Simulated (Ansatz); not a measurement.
Stackings of close-packed layers of Al (one atom a layer), each relaxed to a stress under 0.05 GPa; h and k mark layers whose two neighbours have the same or different letters; energies count from the stacking AB (P6_3/mmc).

Theory: Ansatz 0.2.0, DFT PBE, scalar-relativistic, plane waves, PAW.

Cutoff 420 eV, Gaussian smearing of 0.10 eV, energies at zero smearing, symmetry of each start kept, no spin polarisation.

```tsv
start	atoms	k mesh	excess energy (meV/atom)	excess energy on a denser mesh (meV/atom)	spacing of like layers (Å)	a (Å)	denser mesh
ABC (kkk)	3	18×18×7	-33.8	-32.5	2.326	2.862	30×30×14
ABCBCB (hkhhhk)	6	18×18×4	-15.7	-13.8	2.354	2.854	30×30×8
ABACBCAB (hhkkhkkh)	8	18×18×3	-21.3	-19.4	2.346	2.856	30×30×6
ABCBACBC (kkhkkkhk)	8	18×18×3	-28.6	-26.5	2.329	2.862	30×30×6
ABCABACBCABC (kkkkhkkhkkkk)	12	18×18×2	-29.7	-28.5	2.337	2.856	30×30×4
ABCABACBACBC (kkkkhkkkkkhk)	12	18×18×2	-29.5	-	2.342	2.853	-
```

Zero in every row: gap on the mesh (eV).

Small energy differences in metals hang on the k mesh (about 10 mJ/m² or 1 to 2 meV/atom on the mesh of the relaxation).

Cost: 6 runs of about 23 core-minutes in all, on Intel Xeon Processor @ 2.50GHz (Skylake/Cascade Lake) (shared hosts).